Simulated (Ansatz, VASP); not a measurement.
**Cs: VASP beside Ansatz**

```
Cs
1.0
     4.92779    0.00000    0.00000
    -2.46389    4.26759    0.00000
     0.00000    0.00000    7.98302
Cs
2
Direct
  0.33333 0.66667 0.25000
  0.66667 0.33333 0.75000
```

Alike in both runs: functional PBEsol; k mesh 8 × 8 × 5; occupations fermi-dirac, width 0.08 eV; no spin polarisation.

Ansatz relaxed the structure, and its values are those at the end. VASP's run is a single point on that final structure, the one shown.

|  | VASP | Ansatz |
| --- | --- | --- |
| version | VASP 6.6.1 | Ansatz 0.2.0 |
| potentials or method | VASP PAW PBE potentials, release 64 (Cs_sv) | PAW with Ansatz's default frozen-core files, scalar-relativistic |
| plane-wave cutoff (eV) | 520 | 420 |
| valence electrons in the cell | 18 | 18 |

|  | VASP | Ansatz | Ansatz less VASP |
| --- | --- | --- | --- |
| pressure (GPa) | 0.8 | 0.8 | +0.01 |

Caveats: the PAW data sets were made with another functional, which shifts forces and pressure a little (VASP). The runs have no spin-orbit coupling, so splittings on Cs are missing.
